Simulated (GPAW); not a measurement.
ZrC:

```
Zr C
1.0
     0.00000    2.36500    2.36500
     2.36500    0.00000    2.36500
     2.36500    2.36500    0.00000
Zr C
1 1
Direct
  0.50000 0.50000 0.50000
  0.00000 0.00000 0.00000
```

```yaml
Program: GPAW 26.7.0
Task: relaxation of cell and atoms
Functional: PBEsol
Potentials_or_basis: PAW data sets generated in the run's folder for this functional
Cutoff: 800 eV
Basis: pw
k_mesh: 10 × 10 × 10
Occupations: fermi-dirac, width 0.05 eV
Spin: no spin polarisation
```

At the start: pressure -9.3 GPa; volume 13.23 Å³/atom.

How do energy, volume and symmetry change on relaxing?

Over 3 steps the energy falls by 16.1 meV/atom and the volume is 12.66 Å³/atom (-4.3 %); space group Fm-3m (No. 225, to 0.05 Å).

The path:
| step | energy change (eV) | largest force (eV/Å) | pressure (GPa) | volume (Å³) |
| --- | --- | --- | --- | --- |
| 1 | 0.0000 | 0.0000 | -9.31 | 26.46 |
| 2 | -0.0202 | 0.0000 | -5.93 | 26.02 |
| 3 | -0.0321 | 0.0000 | 0.28 | 25.31 |

Final structure:
```cif
data_structure
_symmetry_space_group_name_H-M 'P 1'
_symmetry_Int_Tables_number 1
_cell_length_a 3.2958
_cell_length_b 3.2958
_cell_length_c 3.2958
_cell_angle_alpha 60.000
_cell_angle_beta 60.000
_cell_angle_gamma 60.000
_cell_volume 25.31
loop_
_atom_site_label
_atom_site_type_symbol
_atom_site_fract_x
_atom_site_fract_y
_atom_site_fract_z
_atom_site_occupancy
Zr1 Zr 0.50000 0.50000 0.50000 1
C1 C 0.00000 0.00000 0.00000 1
```

Caveat: later steps reuse the first step's grids.
